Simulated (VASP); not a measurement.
# SiO2 (P4_12_12) in VASP: settings compared, part 2 of 2

VASP 6.6.1. Earlier steps stand in the parts before.

### 4 Band structure, PBE

INCAR reads:

```
SYSTEM = SiO2
ALGO     = Normal         ! electronic algorithm
EDIFF    = 1E-6           ! SCF threshold, eV
ENCUT    = 300            ! plane-wave cutoff, eV
GGA      = PE             ! functional
ISIF     = 2              ! what is computed and relaxed
ISMEAR   = 0              ! smearing method
KPAR     = 8            
LASPH    = .TRUE.         ! aspherical terms in the spheres
LCHARG   = .FALSE.        ! write CHGCAR
LREAL    = .FALSE.        ! projectors in reciprocal space
LWAVE    = .FALSE.        ! write WAVECAR
NBANDS   = 44             ! bands
NELM     = 120            ! most SCF steps
PREC     = Accurate       ! precision mode
SIGMA    = 0.02           ! smearing width, eV
```

KPOINTS reads:

```
k-points
0
G
  8 8 6
  0 0 0
```

POSCAR reads:

```
SiO2                                    
1.0
    5.0746405046      0.0000000000      0.0000000000
    0.0000000000      5.0746405046      0.0000000000
    0.0000000000      0.0000000000      7.0852567667
  Si              O             
     4     8
Direct
     0.7048575088584567    0.7048575088584567    0.5000000000000000
     0.7951424911415433    0.2048575088584567    0.7500000000000000
     0.2048575088584567    0.7951424911415433    0.2500000000000000
     0.2951424911415433    0.2951424911415433    0.0000000000000000
     0.9044408508786338    0.7591794797181788    0.3249442953788440
     0.0955591491213662    0.2408205202818212    0.8249442953788441
     0.7591794797181788    0.9044408508786338    0.6750557046211559
     0.2591794797181788    0.5955591491213662    0.0749442953788440
     0.2408205202818212    0.0955591491213662    0.1750557046211560
     0.4044408508786338    0.7408205202818212    0.4250557046211560
     0.5955591491213662    0.2591794797181788    0.9250557046211559
     0.7408205202818212    0.4044408508786338    0.5749442953788441
```

KPOINTS_OPT reads:

```
path GXMGZRAZ,XR,MA
20
line-mode
reciprocal
 0.0000000000  0.0000000000  0.0000000000  G
 0.0000000000  0.5000000000  0.0000000000  X

 0.0000000000  0.5000000000  0.0000000000  X
 0.5000000000  0.5000000000  0.0000000000  M

 0.5000000000  0.5000000000  0.0000000000  M
 0.0000000000  0.0000000000  0.0000000000  G

 0.0000000000  0.0000000000  0.0000000000  G
 0.0000000000  0.0000000000  0.5000000000  Z

 0.0000000000  0.0000000000  0.5000000000  Z
 0.0000000000  0.5000000000  0.5000000000  R

 0.0000000000  0.5000000000  0.5000000000  R
 0.5000000000  0.5000000000  0.5000000000  A

 0.5000000000  0.5000000000  0.5000000000  A
 0.0000000000  0.0000000000  0.5000000000  Z

 0.0000000000  0.5000000000  0.0000000000  X
 0.0000000000  0.5000000000  0.5000000000  R

 0.5000000000  0.5000000000  0.0000000000  M
 0.5000000000  0.5000000000  0.5000000000  A
```

Potentials or basis: VASP PAW PBE potentials, release 64 (Si, O).

The run is started by

```bash
cat potpaw_PBE.64/Si/POTCAR potpaw_PBE.64/O/POTCAR > POTCAR
mpirun -np 8 vasp_std > vasp.out
```

OUTCAR:

```text
SYSTEM = SiO2
   EDIFF = 1E-6
   ENCUT = 300
   GGA = PE
   ISIF = 2
   ISMEAR = 0
   LASPH = .TRUE.
   LREAL = .FALSE.
   NELM = 120
   PREC = Accurate

 ion  position               nearest neighbor table
   1  0.705  0.705  0.500-  10 1.62  12 1.62   5 1.62   7 1.62   2 3.13   3 3.13   2 3.13   3 3.13

   2  0.795  0.205  0.750-   6 1.62   7 1.62  11 1.62  12 1.62   1 3.13   4 3.13   1 3.13   4 3.13

   3  0.205  0.795  0.250-   5 1.62   9 1.62   8 1.62  10 1.62   1 3.13   4 3.13   4 3.13   1 3.13

   4  0.295  0.295  0.000-   8 1.62  11 1.62   9 1.62   6 1.62   2 3.13   3 3.13   3 3.13   2 3.13

   5  0.904  0.759  0.325-   3 1.62   1 1.62
   6  0.096  0.241  0.825-   2 1.62   4 1.62
   7  0.759  0.904  0.675-   2 1.62   1 1.62
   8  0.259  0.596  0.075-   4 1.62   3 1.62
   9  0.241  0.096  0.175-   3 1.62   4 1.62
  10  0.404  0.741  0.425-   1 1.62   3 1.62
  11  0.596  0.259  0.925-   4 1.62   2 1.62
  12  0.741  0.404  0.575-   1 1.62   2 1.62

  LATTYP: Found a simple tetragonal cell.
 ALAT       =     5.0746405046
 C/A-ratio  =     1.3962086103

[... 1336 lines left out ...]
     43      10.8558      0.00000
     44      10.8566      0.00000

 [... further k-points ...]

------------------------ aborting loop because EDIFF is reached ----------------------------------------

  FORCE on cell =-STRESS in cart. coord.  units (eV):
  Direction    XX          YY          ZZ          XY          YZ          ZX
  --------------------------------------------------------------------------------------
  -------------------------------------------------------------------------------------
  Total      -36.7066204    -36.7066204    -36.6068341      0.0000000      0.0000000      0.0000000
  in kB     -322.3211669   -322.3211669   -321.4449423      0.0000000      0.0000000      0.0000000
  external PRESSURE =    -322.0290921 kB  Pullay stress =       0.0000000 kB

 VOLUME and BASIS-vectors are now :
 -----------------------------------------------------------------------------
  energy-cutoff  :      300.00
  volume of cell :      182.46
      direct lattice vectors                 reciprocal lattice vectors
     5.074640505  0.000000000  0.000000000     0.197058294  0.000000000  0.000000000
     0.000000000  5.074640505  0.000000000     0.000000000  0.197058294  0.000000000
     0.000000000  0.000000000  7.085256767     0.000000000  0.000000000  0.141138145

 POSITION                                       TOTAL-FORCE (eV/Angst)
 -----------------------------------------------------------------------------------
      3.57690      3.57690      3.54263         0.017203      0.017203      0.000000
      4.03506      1.03958      5.31394        -0.017203      0.017203      0.000000
      1.03958      4.03506      1.77131         0.017203     -0.017203      0.000000
      1.49774      1.49774      0.00000        -0.017203     -0.017203      0.000000
      4.58971      3.85256      2.30231         0.047859     -0.008511      0.066675
      0.48493      1.22208      5.84494        -0.047859      0.008511      0.066675
      3.85256      4.58971      4.78294        -0.008511      0.047859     -0.066675
      1.31524      3.02225      0.53100        -0.008511     -0.047859      0.066675
      1.22208      0.48493      1.24031         0.008511     -0.047859     -0.066675
      2.05239      3.75940      3.01163         0.047859      0.008511     -0.066675
      3.02225      1.31524      6.55426        -0.047859     -0.008511     -0.066675
      3.75940      2.05239      4.07363         0.008511      0.047859      0.066675
 -----------------------------------------------------------------------------------
    total drift:                               -0.000002      0.000002      0.000000

  FREE ENERGIE OF THE ION-ELECTRON SYSTEM (eV)
  ---------------------------------------------------
  free  energy   TOTEN  =       -96.3681464673 eV

  energy  without entropy=      -96.3681464673  energy(sigma->0) =      -96.36814647
```

OSZICAR:

```text
N       E                     dE             d eps       ncg     rms          rms(c)
DAV:   1     0.306247531746E+03    0.30625E+03   -0.24629E+04  5520   0.855E+02
DAV:   2    -0.832468651682E+02   -0.38949E+03   -0.37893E+03  6688   0.264E+02
DAV:   3    -0.106260391869E+03   -0.23014E+02   -0.22914E+02  6472   0.698E+01
[... 31 lines left out ...]
       N       E                     dE             ncg
DAV:   1    -0.442771933742E+04   -0.71541E+05     5360
DAV:   2    -0.265091777055E+05   -0.22081E+05     6752
DAV:   3    -0.278709781328E+05   -0.13618E+04     6480
DAV:   4    -0.278884845184E+05   -0.17506E+02     6580
DAV:   5    -0.278888336209E+05   -0.34910E+00     6304
DAV:   6    -0.278888445852E+05   -0.10964E-01     6628
DAV:   7    -0.278888449523E+05   -0.36711E-03     6292
DAV:   8    -0.278888449686E+05   -0.16262E-04     5356
DAV:   9    -0.278888449693E+05   -0.75367E-06     4356
```

Wall time 43 s (8 MPI ranks of AMD EPYC 9R45 (Zen 5), shared host); peak memory 0.36 GiB.

The run converged, but a check on its numbers failed (symmetry, net force, bounds or a known fault of this set-up), so they aren't taken as properties of the crystal.

Caveat: the cutoff lies under the usual one of these potentials, so the numbers hold a large basis-set error; a pressure of tens of GPa on the cell as given is suspect, and the run, the potentials or the cell itself is likely at fault.

### 5 Band structure, PBE

INCAR: that of step 4 with these lines changed.

```diff
@@ -3,3 +3,3 @@
 EDIFF    = 1E-6           ! SCF threshold, eV
-ENCUT    = 300            ! plane-wave cutoff, eV
+ENCUT    = 600            ! plane-wave cutoff, eV
 GGA      = PE             ! functional
```

KPOINTS is that of step 4.

POSCAR is that of step 4.

KPOINTS_OPT is that of step 4.

The run is started by

```bash
cat potpaw_PBE.64/Si/POTCAR potpaw_PBE.64/O/POTCAR > POTCAR
mpirun -np 8 vasp_std > vasp.out
```

Run time: 2.4 min. Hardware: 8 MPI ranks of AMD EPYC 9R45 (Zen 5), shared host; peak memory 0.84 GiB.

The run converged. Its results:

| Property | Result |
| --- | --- |
| Free energy | -94.9811 eV |
| Pressure | 0.0 GPa |
| Band gap on the k mesh | 5.53 eV, direct |
| Band gap along the path | 5.53 eV, direct |

Levels at the corners of the path, in eV from the valence-band top:
| point | band 30 | band 31 | band 32 | band 33 | band 34 | band 35 |
| --- | --- | --- | --- | --- | --- | --- |
| Γ | -0.25 | -0.25 | 0.00 | 5.53 | 8.67 | 8.67 |
| X | -0.63 | -0.45 | -0.45 | 7.50 | 7.50 | 9.12 |
| X | -0.63 | -0.45 | -0.45 | 7.50 | 7.50 | 9.12 |
| M | -0.59 | -0.55 | -0.55 | 8.51 | 8.51 | 8.60 |
| M | -0.59 | -0.55 | -0.55 | 8.51 | 8.51 | 8.60 |
| Γ | -0.25 | -0.25 | 0.00 | 5.53 | 8.67 | 8.67 |
| Γ | -0.25 | -0.25 | 0.00 | 5.53 | 8.67 | 8.67 |
| Z | -0.50 | -0.39 | -0.39 | 6.72 | 6.72 | 9.34 |
| Z | -0.50 | -0.39 | -0.39 | 6.72 | 6.72 | 9.34 |
| R | -0.92 | -0.16 | -0.16 | 7.73 | 7.73 | 8.74 |
| R | -0.92 | -0.16 | -0.16 | 7.73 | 7.73 | 8.74 |
| A | -0.64 | -0.64 | -0.64 | 9.02 | 9.02 | 9.02 |
| A | -0.64 | -0.64 | -0.64 | 9.02 | 9.02 | 9.02 |
| Z | -0.50 | -0.39 | -0.39 | 6.72 | 6.72 | 9.34 |
| X | -0.63 | -0.45 | -0.45 | 7.50 | 7.50 | 9.12 |
| R | -0.92 | -0.16 | -0.16 | 7.73 | 7.73 | 8.74 |
| M | -0.59 | -0.55 | -0.55 | 8.51 | 8.51 | 8.60 |
| A | -0.64 | -0.64 | -0.64 | 9.02 | 9.02 | 9.02 |

### 6 The runs side by side

```csv
level,k mesh,cutoff (eV),grid for exact exchange (PRECFOCK),screening parameter,exchange at q = 0,gap on the mesh (eV),largest force (eV/Å)
HSE06,6 × 6 × 4,450,Fast,0.2 1/A,-,7.33,0.31
PBE0,6 × 6 × 4,450,Fast,-,truncated,8.07,0.31
PBE,8 × 8 × 6,600,-,-,-,5.53,-
```

Alike in all rows: task band structure; potentials or basis VASP PAW PBE potentials, release 64 (Si, O); no spin polarisation; cell as given; smearing gaussian 0.02 eV.

On the cell as given the gap runs from 5.53 eV (PBE) to 8.07 eV (PBE0); the meshes differ, which moves gaps too.

Caveats: the cutoff is under 1.25 times the usual one of these potentials, so pressure, stress and relaxed cells hold a basis-set (Pulay) error (some runs); the PAW data sets were made with another functional, which shifts forces and pressure a little (some runs).

Absolute energies hang on the potentials; compare differences alone.
